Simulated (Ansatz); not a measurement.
Input of an Ansatz 0.2.0 run:

The input input.yaml:

```yaml
crystal:
  lattice:
    - [0.0, 2.035, 2.035]
    - [2.035, 0.0, 2.035]
    - [2.035, 2.035, 0.0]
  atoms:
    - { symbol: Au, position: [0.0, 0.0, 0.0] }
hamiltonian:
  xc: pbe
  pseudopotentials: { kind: paw }
kpoints:
  mp_grid: { grid: [8, 8, 8] }
scf:
  occupations: { method: fermi_dirac, width: 0.05 }
phonons:
  method: dfpt
  qmesh: [4, 4, 4]
  temperatures: { t_max: 1000, t_step: 100 }
  qpath:
    path:
      - [[0.0, 0.0, 0.0], [0.5, 0.0, 0.5], [0.5, 0.25, 0.75], [0.375, 0.375, 0.75], [0.0, 0.0, 0.0], [0.5, 0.5, 0.5], [0.625, 0.25, 0.625], [0.5, 0.25, 0.75], [0.5, 0.5, 0.5], [0.375, 0.375, 0.75]]
      - [[0.625, 0.25, 0.625], [0.5, 0.0, 0.5]]
    npoints: 8
```

Potentials or basis: Ansatz PAW.

Run with:

```sh
$ ansatz run input.yaml --threads 2 --pin off --max-ram 5632MiB --backend cpu --events-out ev --progress --plain --runs-dir out
```

**Question.** Predict the highest phonon frequency.

**Answer.** 167 cm⁻¹.

**Question.** Predict the band gap on the k mesh.

**Answer.** None (metal or under the smearing width).

Phonon frequencies in cm⁻¹ (negative: imaginary):
| q point | frequencies |
| --- | --- |
| (0.000, 0.000, 0.000) | 0 0 0 |
| (0.000, 0.000, 0.250) | 39 39 113 |
| (0.000, 0.000, -0.500) | 64 64 167 |
| (0.000, 0.250, 0.250) | 60 60 117 |
| (0.000, 0.250, -0.500) | 73 91 147 |
| (0.000, 0.250, -0.250) | 58 94 136 |
| (0.000, -0.500, -0.500) | 91 91 161 |
| (0.250, -0.500, -0.250) | 86 124 124 |

The run has no spin-orbit coupling, so splittings on Au are missing.
